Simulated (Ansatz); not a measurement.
# MoSe2 (2H (MoS2) bulk type): testing the settings of Wannier runs, part 2 of 2

Aim: run 2 Wannier inputs for MoSe2 (2H (MoS2) bulk type) as typed, and read from each log whether it ends well.

Ansatz 0.2.0; plane waves, PAW; the settings change from run to run, as each input shows; no spin polarisation.

**3. Input 2**

File input.yaml:

```yaml
crystal:
  lattice:
    - [3.3053967701, 0.0, 0.0]
    - [-1.652698385, 2.8625575725, 0.0]
    - [0.0, 0.0, 13.0878308593]
  atoms:
    - { symbol: Mo, position: [0.3333333333, 0.6666666667, 0.25] }
    - { symbol: Mo, position: [0.6666666667, 0.3333333333, 0.75] }
    - { symbol: Se, position: [0.6666666667, 0.3333333333, 0.3766314226] }
    - { symbol: Se, position: [0.6666666667, 0.3333333333, 0.1233685774] }
    - { symbol: Se, position: [0.3333333333, 0.6666666667, 0.8766314226] }
    - { symbol: Se, position: [0.3333333333, 0.6666666667, 0.6233685774] }
kpoints:
  mp_grid: { grid: [9, 9, 2] }
  band_path:
    path:
      - [[0.0, 0.0, 0.0], [0.5, 3.766730112784e-17, 0.0], [0.3333333333333, 0.3333333333333, 0.0], [0.0, 0.0, 0.0], [0.0, 0.0, 0.5], [0.5, 3.766730112784e-17, 0.5], [0.3333333333333, 0.3333333333333, 0.5], [0.0, 0.0, 0.5]]
      - [[0.5, 3.766730112784e-17, 0.5], [0.5, 3.766730112784e-17, 0.0]]
      - [[0.3333333333333, 0.3333333333333, 0.5], [0.3333333333333, 0.3333333333333, 0.0]]
    npoints: 10
hamiltonian:
  xc: r2scan
scf:
  occupations: { method: fixed }
  n_extra_bands: 24
output:
  forces: false
  stress: false
  eigenvalues: true
  wannier:
    kmesh: [6, 6, 2]
    projections:
      - { species: Se, l: s, shell: 4 }
      - { species: Se, l: p, shell: 4 }
      - { species: Mo, l: s, shell: 5 }
      - { species: Mo, l: p, shell: 5 }
    minimise: true
    write_hr: true
    conv_tol: 1.0e-08
    max_iter: 3000
    disentanglement: { window: [-14.13, 28.97], frozen_window: [3.87, 14.47] }
```

The run is started by

```console
ansatz run input.yaml --threads 4 --pin off --max-ram 5529MiB --backend cpu --events-out ev --progress --plain --runs-dir out
```

Log:

```text
Warning: RAYON_NUM_THREADS=4 ignored (pool sized by the plan → 4); use --threads N
Mo: the file doesn't list 5p, so it is added from the neutral free atom; the dataset's partial waves leave at most 1.8e-3 of an orbital's norm unspanned inside its sphere
scf.n_extra_bands = 24 over 46 filled bands (N_el = 92.0): the run solves 70 bands
Engine: ansatz 0.2.0, aarch64-unknown-linux-gnu
Pseudopotentials: kind: paw
Pseudopotential: Mo, paw, valence charge 14, recommended cutoff 500 eV (meta_gga), Mo.paw.azcp
Pseudopotential: Se, paw, valence charge 16, recommended cutoff 500 eV (meta_gga), Se.paw.azcp
Functional definition: r2SCAN
  parameter k0 = 0.174
  parameter k1 = 0.065
  parameter a1 = 4.9479
  exchange = r2scan_x(k0 = k0, k1 = k1, a1 = a1)
  correlation = r2scan_c
Crystal: 6 atoms, lattice volume = 123.836 Å³
Basis set: ecut = 500 eV, 3119 PW (Γ), exchange–correlation on 100×100×384 points (64 copies of the dense FFT grid, shifted against one another)
Bands: 70, of which v1, the nominal top of the filled ones, is band 46 counted from 1 (45 counted from 0)
Symmetry: 24 space group operations
Space group: P63/mmc (ITA 194), of the structure as read, at distance tolerance 5.0e-5 Å
k-points: 24 of 162
Non-local potential: Mo, projectors of the file, l = 0: 3, l = 1: 2, l = 2: 2, l = 3: 1
Non-local potential: Se, projectors of the file, l = 0: 2, l = 1: 2, l = 2: 3, l = 3: 1
PAW form: soft (Blöchl's): semilocal exchange-correlation on the pseudo side does not see the compensation charge
PAW frozen core: Mo, regenerated for the run's functional (the file was generated under x = pbe(κ = 0.804, μ = 0.2195149727645171), c = pbe(β = 0.06672455060314922))
PAW frozen core: Se, regenerated for the run's functional (the file was generated under x = pbe(κ = 0.804, μ = 0.2195149727645171), c = pbe(β = 0.06672455060314922))
PAW one-centre angular grid: Mo, 590 points (default); XC on 160 Gauss nodes
PAW one-centre angular grid: Se, 590 points (default); XC on 160 Gauss nodes
Initial density: superposition of atomic densities (neutral atoms: chi_scale 0, normalization atom), corrected by the library's trained network
Initial wavefunctions: pseudopotential atomic-orbital guess
Functional: x = r2scan, c = r2scan; τ floored in thin density (d = 2e-4 eV/Å³)
SCF iter   1: F=—  HF=-31852.141470 eV  |F-HF|=—  |Δ(HF+E_count)|=         —  Δρ=1.29e-2  dr2=4.55e-1  dr2_τ=6.84e-2  ethr=1.77e-3  ⟨swp⟩=4.9  Hψ=5357  notcnv=0  defer=492
preconditioner: auto → Resta (q_TF=auto, 2.596 Å⁻¹)  ε∞=3.2  [insulator: Δε(μ)=1.086 eV  Ē_g=13.601 eV  n_scr=40 (ndim 8)  ℏωp=20.0 eV  f_vac=0.056  ε∞_Penn≈3.2]
SCF iter   2: F=—  HF=-31852.193294 eV  |F-HF|=—  |Δ(HF+E_count)|=   5.18e-2  Δρ=8.71e-3  dr2=2.22e-1  dr2_τ=3.81e-2  ethr=4.94e-4  ⟨swp⟩=2.6  Hψ=2471  notcnv=0  defer=499
SCF iter   3: F=—  HF=-31852.168375 eV  |F-HF|=—  |Δ(HF+E_count)|=   2.49e-2  Δρ=3.37e-3  dr2=5.05e-3  dr2_τ=3.61e-4  ethr=2.41e-4  ⟨swp⟩=2.0  Hψ=1519  notcnv=0  defer=520
SCF iter   4: F=—  HF=-31852.174229 eV  |F-HF|=—  |Δ(HF+E_count)|=   5.85e-3  Δρ=4.50e-4  dr2=4.95e-4  dr2_τ=4.21e-5  ethr=5.49e-6  ⟨swp⟩=2.7  Hψ=1953  notcnv=0  defer=526
SCF iter   5: F=—  HF=-31852.174214 eV  |F-HF|=—  |Δ(HF+E_count)|=   1.59e-5  Δρ=9.67e-5  dr2=1.40e-5  dr2_τ=4.88e-7  ethr=5.38e-7  ⟨swp⟩=2.0  Hψ=1542  notcnv=0  defer=524
SCF iter   6: F=—  HF=-31852.174208 eV  |F-HF|=—  |Δ(HF+E_count)|=   5.71e-6  Δρ=2.21e-5  dr2=4.25e-7  dr2_τ=3.82e-8  ethr=1.52e-8  ⟨swp⟩=3.0  Hψ=2807  notcnv=0  defer=386
SCF iter   7: F=-31852.174208 eV  HF=-31852.174208 eV  |F-HF|=4.33e-9  |Δ(HF+E_count)|=   4.93e-7  Δρ=6.43e-6  dr2=5.28e-8  dr2_τ=3.63e-9  ethr=1.09e-10  ⟨swp⟩=11.2  Hψ=8955  notcnv=0
SCF 1 converged in 7 iterations: F = -31852.174208 eV  dr2 = 5.28e-8
NSCF: frozen V_eff on 93 k-points
NSCF: frozen V_eff on 18 k-points
the Wannier pass solved 18 of the 72 points of its mesh, and has the states at the others by symmetry: states obtained by the crystal's operations at points that were solved too leave a residual of 4.60e-13 eV (read by the count's bands and the next), within 8.33e-6 eV
NSCF: frozen V_eff on 18 k-points
the Wannier pass solved 18 of the 72 points of its mesh, and has the states at the others by symmetry: states obtained by the crystal's operations at points that were solved too leave a residual of 5.66e-13 eV (read by the count's bands and the next), within 8.33e-6 eV
SCF converged after 7 iterations
Free energy (F): -31852.174208 eV
Harris-Foulkes:  -31852.174208 eV  (|F-HF|=4.33e-9)
Internal energy: -31852.174208 eV  (E = F + TS)
E sigma→0 (E₀):  -31852.174208 eV
Fermi energy:    11.874758 eV
--- Per-component energies (eV) ---
  E_band       = -1744.045913
  E_kinetic    = 1358.004554
  E_local      = -12134.102269  (includes V_loc(G=0)·N_el)
  E_nonlocal   = -2094.982764
  E_hartree    = 5736.242329
  E_xc         = -751.994967
  E_vxc        = -937.553453  (∫ρ·V_xc dr)
  E_paw        = -14135.032320  (= ΣΔE_a)
  E_vpaw       = 537.632982  (= ΣTr[D̂ρ^β])
  E_aug_tail   = -0.000821  (compensation charges beyond the density's cutoff)
  E_vtau       = 54.472776  (kinetic-family band-sum trace: ∫τ·v_τ [+ j·A + Jᵃ·Aᵃ] dr)
  E_ewald      = -9822.806462
  E_core_change = -7.501488  (= ΣΔE_core)
  E_smearing   = -0.000000  (= −TS)
  E_closure    = 0.000000  (closes the sum)
  Σ components = -31852.174208   (vs F -31852.174208, Δ=0.00e0)
--- Band table (eV; the first three rows and the last of 24) ---
  k-point 0: bands = ["-51.3115", "-51.3115", "-36.7490", "-36.7490", "-36.7490", "-36.7490", "-36.7485", "-36.7485", "-36.7485", "-36.7485", "-36.7112", "-36.7112", "-36.7109", "-36.7109", "-36.7100", "-36.7100", "-36.7097", "-36.7097", "-36.6954", "-36.6952", "-36.6928", "-36.6925", "-24.7199", "-24.7199", "-24.5476", "-24.5476", "-24.5476", "-24.5476", "-3.5110", "-3.2657", "-2.4797", "-2.1049", "5.2698", "6.3138", "8.5196", "9.1620", "9.1620", "9.1767", "9.1767", "10.1821", "10.1821", "10.2236", "10.2236", "10.8549", "10.8990", "11.8748", "14.4544", "14.4544", "14.5112", "14.5112", "14.6407", "14.6407", "14.8114", "14.8114", "17.6753", "18.1505", "20.5382", "20.6216", "21.0056", "22.3061", "22.7315", "22.7315", "23.1785", "23.1785", "23.7302", "24.7247", "24.7247", "24.9491", "25.2536", "25.2536"]
  k-point 1: bands = ["-51.3115", "-51.3115", "-36.7490", "-36.7490", "-36.7490", "-36.7490", "-36.7485", "-36.7485", "-36.7485", "-36.7485", "-36.7111", "-36.7111", "-36.7111", "-36.7111", "-36.7098", "-36.7098", "-36.7098", "-36.7098", "-36.6953", "-36.6953", "-36.6927", "-36.6927", "-24.7199", "-24.7199", "-24.5476", "-24.5476", "-24.5476", "-24.5476", "-3.4074", "-3.4074", "-2.2748", "-2.2748", "5.6990", "5.6990", "9.1692", "9.1692", "9.1692", "9.1692", "9.4915", "9.4915", "10.2029", "10.2029", "10.2029", "10.2029", "11.6683", "11.6683", "14.4712", "14.4712", "14.4712", "14.4712", "14.7374", "14.7374", "14.7374", "14.7374", "17.9473", "17.9473", "20.7199", "20.7199", "21.2708", "21.2708", "22.9360", "22.9360", "22.9360", "22.9360", "24.3407", "24.3407", "24.9865", "24.9865", "24.9865", "24.9865"]
  k-point 2: bands = ["-51.3087", "-51.3087", "-36.7489", "-36.7489", "-36.7486", "-36.7486", "-36.7484", "-36.7484", "-36.7480", "-36.7480", "-36.7112", "-36.7112", "-36.7110", "-36.7110", "-36.7103", "-36.7100", "-36.7100", "-36.7098", "-36.6951", "-36.6949", "-36.6925", "-36.6923", "-24.7126", "-24.7126", "-24.5801", "-24.5800", "-24.5549", "-24.5549", "-3.3352", "-3.0933", "-2.3784", "-2.0205", "5.4803", "6.5184", "8.2804", "8.7285", "8.7621", "9.3279", "9.3526", "9.5120", "9.9021", "9.9527", "10.2278", "10.8692", "11.1085", "11.5925", "14.0926", "14.1334", "14.2318", "14.3199", "14.3699", "14.5773", "14.6789", "14.7977", "18.5140", "18.9630", "20.7331", "21.3559", "21.9575", "22.1309", "22.3220", "22.4919", "23.2941", "23.3739", "23.6528", "23.8139", "23.8368", "24.8009", "25.1514", "25.5791"]
  k-point 23: bands = ["-51.2837", "-51.2837", "-36.7469", "-36.7469", "-36.7459", "-36.7459", "-36.7457", "-36.7457", "-36.7455", "-36.7455", "-36.7129", "-36.7129", "-36.7119", "-36.7119", "-36.7111", "-36.7111", "-36.7105", "-36.7105", "-36.6929", "-36.6929", "-36.6900", "-36.6900", "-24.7543", "-24.7543", "-24.7182", "-24.7182", "-24.6496", "-24.6496", "-1.2719", "-1.2719", "-1.1635", "-1.1635", "6.1923", "6.1923", "6.6967", "6.6967", "7.3317", "7.3317", "7.6711", "7.6711", "8.5520", "8.5520", "9.1963", "9.1963", "11.4563", "11.4563", "13.0410", "13.0410", "14.2175", "14.2175", "14.7397", "14.7397", "16.0570", "16.0570", "18.4394", "18.4394", "19.3204", "19.3204", "21.0326", "21.0326", "22.9354", "22.9354", "24.2467", "24.2467", "24.7791", "24.7791", "25.0661", "25.0661", "25.4180", "25.4180"]
Error: a combination of the trial orbitals is all but absent from the optimal subspace at ik = 0: its weight there is 5.3e-15 of the largest combination's or less, which the computation cannot tell from zero, so that the projections give no starting gauge (the trial orbitals are those of output.wannier.projections, and ik = 0 is k-point 1 of the .win and .amn files); move output.wannier.disentanglement.frozen_window, whose bands are always kept in the subspace
```

It took 38 s on 4 threads of Arm Neoverse V1, shared host; peak memory 0.93 GiB.

Diagnosis: It ended in an error. Some combination of the trial orbitals has almost no weight, at one k point, in the states chosen from the window. Cure: choose trial orbitals that match the bands, or move the windows as the message advises.

**4. How the runs ended**

The summary covers parts 1 to 2.

```tsv
input	settings	ended	fault	time
1	PBE, 24 functions, 6×6×2, window -13.97 to 29.01 eV, frozen 4.03 to 14.51 eV	stopped by an error	some combination of the trial orbitals has almost no weight, at one k point, in the states chosen from the window	49 s
2	r2SCAN, 24 functions, 6×6×2, window -14.13 to 28.97 eV, frozen 3.87 to 14.47 eV	stopped by an error	some combination of the trial orbitals has almost no weight, at one k point, in the states chosen from the window	38 s
```

2 stopped by an error. No run passed without a fault or warning, so no result is quoted.
